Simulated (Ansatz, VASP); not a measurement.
# One calculation of Ga, two programs

```
Ga
1.0
     1.38902   -4.04325   -0.03923
     1.51097    4.08675    0.08273
     0.04755    0.04755    3.17000
Ga
2
Direct
  0.86700 0.13300 0.25000
  0.13300 0.86700 0.75000
```

Change from the starting cell: equal xy, yz and zx shear strains of +3 %.

Alike in both runs: task single point; functional PBE; k mesh 12 × 12 × 10; occupations fermi-dirac, width 0.08 eV; no spin polarisation.

|  | VASP | Ansatz |
| --- | --- | --- |
| version | VASP 6.6.1 | Ansatz 0.2.0 |
| potentials or method | VASP PAW PBE potentials, release 64 (Ga_d), cutoff 520 eV | all-electron LAPW, scalar-relativistic |

```csv
,VASP,Ansatz,Ansatz less VASP
pressure (GPa),1.7,1.8,+0.03
largest component of the traceless stress (GPa),2.31,2.30,-0.009
rms of the force components (eV/Å),0.113,0.112,-0.0009
```

Atom by atom the forces differ by 0.001 eV/Å (rms over components). Ansatz ran all-electron here, so the differences hold the error of VASP's frozen core and of both bases.
